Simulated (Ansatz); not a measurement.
Wanted: the native input for an Ansatz 0.2.0 run.

* Task: elastic constants
* Functional: PBE
* Potentials or basis: all-electron LAPW, scalar-relativistic
* Cutoff: 243 eV (chosen from the basis error)
* Basis error allowed: 0.002 eV/atom
* k mesh: 5 × 5 × 3
* Occupations: fermi-dirac, width 0.05 eV
* Spin: no spin polarisation

CdS (Greenockite):

```
CELL_PARAMETERS angstrom
4.15000 0.00000 0.00000
-2.07500 3.59401 0.00000
0.00000 0.00000 6.73700
ATOMIC_POSITIONS crystal
Cd 0.66667 0.33333 0.50000
Cd 0.33333 0.66667 0.00000
S 0.66667 0.33333 0.87500
S 0.33333 0.66667 0.37500
```

One way to write it, as run:

input.yaml

```yaml
crystal:
  lattice:
    - [4.15, 0.0, 0.0]
    - [-2.075, 3.5940054257, 0.0]
    - [0.0, 0.0, 6.737]
  atoms:
    - { symbol: Cd, position: [0.6666666667, 0.3333333333, 0.5] }
    - { symbol: Cd, position: [0.3333333333, 0.6666666667, 0.0] }
    - { symbol: S, position: [0.6666666667, 0.3333333333, 0.875] }
    - { symbol: S, position: [0.3333333333, 0.6666666667, 0.375] }
kpoints:
  mp_grid: { grid: [5, 5, 3] }
scf:
  occupations: { method: fermi_dirac, width: 0.05 }
hamiltonian:
  xc: pbe
  pseudopotentials: { kind: all_electron, lapw: { basis_error: 0.002 } }
output:
  forces: true
  stress: true
elastic:
  mode: clamped_ion
  stencil: two_point
```

Potentials or basis: all-electron LAPW, scalar-relativistic.

Run with:

```bash
$ ansatz run input.yaml --threads 2 --pin off --max-ram 6144MiB --backend cpu --events-out ev --progress --plain --runs-dir out
```

It gave:

The pressure is 2.1 GPa, the largest force is 0.065 eV/Å and the band gap on the k mesh is 1.19 eV, direct. The voigt bulk modulus is 63 GPa.

It took 2.7 min on 2 threads of Intel(R) Xeon(R) Processor @ 2.50GHz (Skylake/Cascade Lake), on a shared host, peak memory 0.42 GiB.
